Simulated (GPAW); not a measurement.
Runs of GPAW 26.7.0 on GaN. The structure is hexagonal, space group P6_3mc (No. 186). Conventional cell: a = 3.180 Å, b = 3.180 Å, c = 5.166 Å, α = 90.00°, β = 90.00°, γ = 120.00°. Ga (site symmetry 3m) has 4 N at 1.94 to 1.95 Å as nearest neighbours. Around N (site symmetry 3m) lie 4 Ga at 1.94 to 1.95 Å. 

```csv
task,level,potentials or basis,spin,cell,k mesh,cutoff (eV),smearing,maxiter,band path,band points,optimizer,fmax,mesh quality,gap on the mesh (eV),pressure (GPa),largest force (eV/Å)
band structure,PBEsol,"PAW data sets generated in the run's folder for this functional, pw",off,as given,10 × 10 × 5,800,fermi-dirac 0.05 eV,150,"GMKGALHA,LM,KH",60,-,-,not flagged,2.03,9.3,0.18
relaxation of cell and atoms,r2SCAN+D3(BJ),"GPAW PAW data sets (gpaw-data 1.2.1), pw",off,relaxed,7 × 7 × 4,800,fermi-dirac 0.05 eV,150,-,-,BFGS,0.02 eV/Å,not flagged,(b),0.0,0.01
single point,LDA,"the program's PAW data sets (release 1.2.1) made for this functional, pw",off,as given,8 × 8 × 4,600,fermi-dirac 0.05 eV,120,-,-,-,-,not flagged,2.08,(a),0.17
electron localisation function,WC,"PAW data sets generated in the run's folder for this functional, pw",off,as given,5 × 5 × 3,680,fermi-dirac 0.01 eV,150,-,-,-,-,coarse,2.01,7.0,0.17
band structure,PBEsol,"PAW data sets generated in the run's folder for this functional, pw","SOC, no magnetisation",as given,10 × 10 × 5,800,fermi-dirac 0.05 eV,150,"GMKGALHA,LM,KH",60,-,-,not flagged,2.03,9.3,0.18
```

Q: Fill in the values left out.

A: (a) -2.7; (b) 2.39.

Caveats: some runs use coarse meshes; the cutoff is short for stress and forces, so pressures can be off by a GPa or more (some runs); later steps reuse the first step's grids (some runs); the PAW data sets were made with another functional, which shifts forces and pressure a little (some runs); spin-orbit coupling was added after a scalar SCF, so levels and gaps hold it while energy, forces, pressure and moments don't (some runs); this program's spin-orbit splittings come out too wide for heavy elements (some runs).

A k mesh can miss the band edges, and rows without SOC leave out spin-orbit coupling on Ga.

Runs at the PBE level aren't shown here.
